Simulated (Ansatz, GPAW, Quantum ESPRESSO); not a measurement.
**One calculation of AlNi, 4 ways**

```
Ni Al
1.0
     1.93869   -1.95319    0.00000
     1.93869    1.95319    0.00000
     0.00000    0.00000    3.09943
Ni Al
1 1
Direct
  0.50000 0.50000 0.50000
  0.00000 0.00000 0.00000
```

The cell comes from a database or a generator and needn't be the stable form of this composition.

Alike in all runs: task single point; functional PBEsol; k mesh 10 × 10 × 9; occupations fermi-dirac, width 0.05 eV; collinear spin, ferromagnetic start; no spin-orbit coupling. Pressure is positive in compression and, in plane waves, holds the error of the finite cutoff, which Ansatz's Pulay term estimates and takes out.

```json
{"program and potentials": "Ansatz, Ansatz PAW", "plane-wave cutoff (eV)": "420", "notes": "potentials made for PBE, which Ansatz adapts in part; 10.5 valence electrons an atom on average; Pulay term of +0.06 GPa included", "pressure (GPa)": "0.48", "net moment per atom (μB)": "0.00"}
{"program and potentials": "Quantum ESPRESSO, GBRV 1.5 PBEsol", "plane-wave cutoff (eV)": "612", "notes": "10.5 valence electrons an atom on average", "pressure (GPa)": "0.48", "net moment per atom (μB)": "0.00"}
{"program and potentials": "GPAW, PAW data sets generated for this functional", "plane-wave cutoff (eV)": "600", "notes": "9.5 valence electrons an atom on average; this data set often lies off other programs", "pressure (GPa)": "1.69", "net moment per atom (μB)": "0.00"}
{"program and potentials": "Ansatz, all-electron LAPW, scalar-relativistic", "plane-wave cutoff (eV)": "-", "notes": "-", "pressure (GPa)": "0.42", "net moment per atom (μB)": "0.00"}
```

The pressure spans 0.42 (Ansatz, all-electron LAPW, scalar-relativistic) to 1.69 GPa (GPAW, PAW data sets generated for this functional), with all-electron results at 0.42. All agree on the net moment per atom. The state is the one that the start led to, which needn't be the lowest.

Differences between rows come from potentials, basis sets and numerical settings, since the functional is the same but for its coding. Runs on potential files found faulty are left out.
